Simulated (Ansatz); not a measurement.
# Re: the cost of one run

Method: DFT PBE, scalar-relativistic, in Ansatz 0.2.0.

## 1. The system as given

Symmetry: R-3m, No. 166, trigonal system. Conventional cell: a = 2.768 Å, b = 2.768 Å, c = 20.096 Å, α = 90.00°, β = 90.00°, γ = 120.00°. Around Re (site symmetry -3m) lie 12 Re at 2.75 to 2.77 Å. Re (site symmetry 3m) has 12 Re at 2.74 to 2.77 Å as nearest neighbours.

Coordinates:

```cif
data_structure
_symmetry_space_group_name_H-M 'P 1'
_symmetry_Int_Tables_number 1
_cell_length_a 6.8866
_cell_length_b 6.8866
_cell_length_c 6.8866
_cell_angle_alpha 23.186
_cell_angle_beta 23.186
_cell_angle_gamma 23.186
_cell_volume 44.44
loop_
_atom_site_label
_atom_site_type_symbol
_atom_site_fract_x
_atom_site_fract_y
_atom_site_fract_z
_atom_site_occupancy
Re1 Re 0.00000 0.00000 0.00000 1
Re2 Re 0.22217 0.22217 0.22217 1
Re3 Re 0.77783 0.77783 0.77783 1
```

Atoms are numbered in the order of the input: Re1, Re2, Re3.

## 2. Volume × 0.94, LAPW

File input.yaml:

```yaml
crystal:
  lattice:
    - [1.3556718956, 0.7826975339, 6.5618634312]
    - [-1.3556718956, 0.7826975339, 6.5618634312]
    - [0.0, -1.5653950678, 6.5618634312]
  atoms:
    - { symbol: Re, position: [0.0, 0.0, 0.0] }
    - { symbol: Re, position: [0.22217388, 0.22217388, 0.22217388] }
    - { symbol: Re, position: [0.77782612, 0.77782612, 0.77782612] }
kpoints:
  mp_grid: { grid: [15, 15, 15] }
  band_path:
    path:
      - [0.0, 0.0, 0.0]
      - [0.5, 0.5, 0.5]
      - [0.823848225, 0.176151775, 0.5]
      - [0.5, -0.176151775, 0.176151775]
      - [0.5, 0.0, 0.0]
      - [0.0, 0.0, 0.0]
      - [0.3380758875, -0.3380758875, 0.0]
      - [0.6619241125, 0.0, 0.3380758875]
      - [0.5, 0.0, 0.5]
    npoints: 5
scf:
  occupations: { method: fermi_dirac, width: 0.05 }
hamiltonian:
  xc: pbe
  pseudopotentials: { kind: all_electron, lapw: { basis_error: 0.0005 } }
output:
  forces: true
  stress: true
  eigenvalues: true
```

On the command line:

```
$ ansatz run input.yaml --threads 1 --pin off --max-ram 6144MiB --backend cpu --events-out ev --progress --plain --runs-dir out
```

**Question.** How long does this run take on 1 thread of Intel Xeon Platinum 8488C (Sapphire Rapids), shared host, and how much memory does it need?

About 6.2 min, with a peak of 2.7 GiB.
